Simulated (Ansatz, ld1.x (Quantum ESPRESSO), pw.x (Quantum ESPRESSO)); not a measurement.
# From atom to crystal: TM potential for scandium (Sc)

```json
{
  "Element": "Sc",
  "Generator": "ld1.x (Quantum ESPRESSO) 7.5",
  "Type": "norm-conserving Troullier–Martins (Kleinman–Bylander form)",
  "Functional": "PBE",
  "Relativity": "scalar-relativistic",
  "Frozen core": "[Ar]",
  "Valence charge": "3",
  "Reference configuration": "3d1 4s2 4p0",
  "Partial waves": "4p (bound, empty): rc 3.85 bohr; 3d (bound): rc 1.80 bohr; 4s (bound): rc 3.10 bohr",
  "Local potential": "the s channel",
  "Core correction": "none"
}
```

Crystal test: bcc Sc in pw.x 7.5, no spin, 13³ k-points, Fermi–Dirac smearing 0.01 Ry, cutoffs 85/340 Ry. The reference is all-electron LAPW (Ansatz 0.2.0) with the same functional, mesh and smearing; V0 and B0 come from Birch–Murnaghan fits to the pressures at five volumes. Errors are pseudo minus all-electron; Δ is the rms difference of the E(V) curves that follow from these fits, minima aligned, over ±6 % about the mean V0. Mesh and smearing are coarse, so the numbers serve the comparison and aren't converged zero-temperature values; the lattice is a test structure that the element need not adopt.

```
V (Å³/atom)  P all-electron (GPa)  P pseudo (GPa)
     23.762                  2.92            7.67
     24.388                  1.38            5.90
     25.013                  0.01            4.30
     25.638                 -1.23            2.87
     26.264                 -2.35            1.57
```

All-electron: a0 = 3.685 Å (V0 = 25.02 Å³/atom), B0 = 52.2 GPa.

Pseudopotential: mean pressure error (GPa): +4.32. The pressure does not cross zero within the volumes sampled, so no fit is given. The largest radius (3.85 bohr) exceeds half the bond length (3.01 bohr), so the spheres overlap, which is one possible source of error among others. This is a poor potential for the solid.

At the middle volume, how do free energy and pressure move when the wave cutoff is lowered (ecutrho kept at four times it)?

```tsv
cutoff (Ry)	shift of F (meV/atom)	shift of P (GPa)
38	+1138.3	-21.03
51	+152.4	-5.79
68	+3.5	-0.25
```

The run at the middle volume (84 k-points, 12 iterations) took about 27 s on one core of a shared host (Neoverse-V1, 32 threads, 247 GiB, load 14).
